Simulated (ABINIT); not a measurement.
The system is WC (Qusongite).

```
CELL_PARAMETERS angstrom
2.90650 0.00000 0.00000
-1.45325 2.51710 0.00000
0.00000 0.00000 2.83660
ATOMIC_POSITIONS crystal
W 0.00000 0.00000 0.00000
C 0.66667 0.33333 0.50000
```

Base run:

- Program: ABINIT 10.8.3 (patched build)
- Functional: BP86
- Potentials or basis: JTH PAW PBE v2.0
- Cutoff: 517 eV
- k mesh: 10 × 10 × 9
- Occupations: fermi-dirac, width 0.05 eV
- Spin: spin-orbit coupling, no magnetisation

Its results: band gap on the k mesh none (metal or under the smearing width); pressure 8.9 GPa.

Question: After a change of settings the same cell gave: band gap on the k mesh none (metal or under the smearing width); pressure 11.2 GPa. Which change was it?
A. functional from BP86 to HCTH407; spin from spin-orbit coupling, no magnetisation to no spin polarisation
B. functional from BP86 to PW91
C. functional from BP86 to revPBE
D. functional from BP86 to RPBE

Answer: D.

Caveats: the PAW data sets were made with another functional, which shifts forces and pressure a little.

Runs at the PBE level aren't shown here.
